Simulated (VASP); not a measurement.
Write the native input for VASP 6.6.1 that does the following.

```yaml
Task: single point
Functional: PBE
Potentials_or_basis: VASP PAW PBE potentials, release 64 (Be)
Cutoff: 520 eV
k_mesh: 28 × 28 × 1
Occupations: gaussian, width 0.1 eV
Spin: no spin polarisation
Dipole_correction: yes
Further_INCAR_settings: ALGO = Fast; EDIFF = 1e-07; NBANDS = 7
```

The structure of Be lies in POSCAR:

```
Be
1.0
    1.9990118445      0.0000000000      0.0000000000
    0.0000000000      1.9991529478      0.0000000000
    0.0000000000      0.0000000000     23.8000000000
Be
1
Direct
    0.0000000000      0.5000000000      0.2941176471
```

The cell was built by a generator and needn't be a form met in nature.

The input as run:

INCAR

```
PREC = Accurate
ENCUT = 520
EDIFF = 1E-7
ISMEAR = 0
SIGMA = 0.1
LREAL = False
LASPH = True
NELM = 100
ALGO = Fast
ISIF = 2
LWAVE = False
LCHARG = True
LDIPOL = True
IDIPOL = 3
DIPOL = 0.5 0.5 0.294
GGA = PE
LELF = True
LVHAR = True
LVACPOTAV = True
NBANDS = 7
```

KPOINTS

```
regular mesh
0
Gamma
  28 28 1
```

Potentials or basis: VASP PAW PBE potentials, release 64 (Be).

Launch:

```bash
$ cat potpaw_PBE.64/Be/POTCAR > POTCAR
$ mpirun -np 1 vasp_std > vasp.out
```

Results of the run:

The band gap on the k mesh is none (metal or under the smearing width). The work function of the upper face is 4.77 eV. The work function of the lower face is 4.77 eV.

Wall time 2.2 min on 1 thread of Intel(R) Xeon(R) Platinum 8488C (Sapphire Rapids) (shared host), peak memory 0.29 GiB.
